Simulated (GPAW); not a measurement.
Crystal: AlN.

```xyz
2
Lattice="0.0000 2.1840 2.1840 2.1840 0.0000 2.1840 2.1840 2.1840 0.0000" Properties=species:S:1:pos:R:3 pbc="T T T"
Al    0.0000    0.0000    0.0000
N     3.2760    3.2760    3.2760
```

Measurements of this composition are mostly on another form, of space group No. 186.

Program: GPAW 26.7.0. Alike in all runs: task band structure; potentials or basis GPAW PAW data sets (gpaw-data 1.2.1), pw; no spin polarisation; cell as given; k mesh 10 × 10 × 10; cutoff (eV) 800; smearing fermi-dirac 0.05 eV.

Q: Order these runs on this cell by their band gap on the k mesh, lowest first.
A. level optPBE-vdW; band points 100
B. level mBEEF; band points 80
C. level SCAN; band points 80

A: A (3.52 eV), C (3.94 eV), B (4.11 eV).

